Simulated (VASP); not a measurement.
TaSi2: relaxation of cell and atoms with LDA

The system is TaSi2.

```
Ta Si
1.0
     4.73755    0.00000    0.00000
    -2.36877    4.10284    0.00000
     0.00000    0.00000    6.52341
Ta Si
3 6
Direct
  0.50000 0.00000 0.50000
  0.50000 0.50000 0.83333
  0.00000 0.50000 0.16667
  0.15925 0.31851 0.50000
  0.84075 0.15925 0.83333
  0.68149 0.84075 0.16667
  0.84075 0.68149 0.50000
  0.15925 0.84075 0.83333
  0.31851 0.15925 0.16667
```

| Quantity | Value |
| --- | --- |
| Program | VASP 6.6.1 |
| Task | relaxation of cell and atoms |
| Functional | LDA |
| Potentials or basis | VASP PAW LDA potentials, release 64 (Ta_pv, Si) |
| Cutoff | 600 eV |
| k mesh | 9 × 9 × 6 |
| Occupations | methfessel-paxton, width 0.1 eV |
| Spin | no spin polarisation |
| Further INCAR settings | ALGO = Normal; EDIFF = 1e-07; IBRION = 2; EDIFFG = -0.005; NSW = 90; ISIF = 3 |

```json
{"Energy gained by relaxing": "0.0 meV/atom", "Ionic steps": "2", "Pressure after relaxing": "0.0 GPa", "Band gap on the k mesh": "none (metal or under the smearing width)"}
```

Final structure:
```yaml
crystal:
  lattice:
    - [4.73770, 0.00000, 0.00000]
    - [-2.36885, 4.10297, 0.00000]
    - [0.00000, 0.00000, 6.52345]
  atoms:
    - { symbol: Ta, position: [0.50000, 0.00000, 0.50000] }
    - { symbol: Ta, position: [0.50000, 0.50000, 0.83333] }
    - { symbol: Ta, position: [0.00000, 0.50000, 0.16667] }
    - { symbol: Si, position: [0.15922, 0.31845, 0.50000] }
    - { symbol: Si, position: [0.84078, 0.15922, 0.83333] }
    - { symbol: Si, position: [0.68155, 0.84078, 0.16667] }
    - { symbol: Si, position: [0.84078, 0.68155, 0.50000] }
    - { symbol: Si, position: [0.15922, 0.84078, 0.83333] }
    - { symbol: Si, position: [0.31845, 0.15922, 0.16667] }
```

Levels at points of the mesh, in eV from the Fermi level:
```
           k point  band 26  band 27  band 28  band 29  band 30  band 31  band 32  band 33
(0.00, 0.00, 0.00)    -2.38    -2.22    -2.22    -1.40     0.71     3.11     3.11     3.58
(0.00, 0.00, 0.50)    -1.89    -1.71    -1.71     1.11     1.11     2.75     2.75     3.58
```

Run time: 68 s on 4 MPI ranks on Intel(R) Xeon(R) 6975P-C (Granite Rapids) (shared host), peak memory 0.35 GiB a rank.

The run has no spin-orbit coupling, so splittings on Ta are missing.
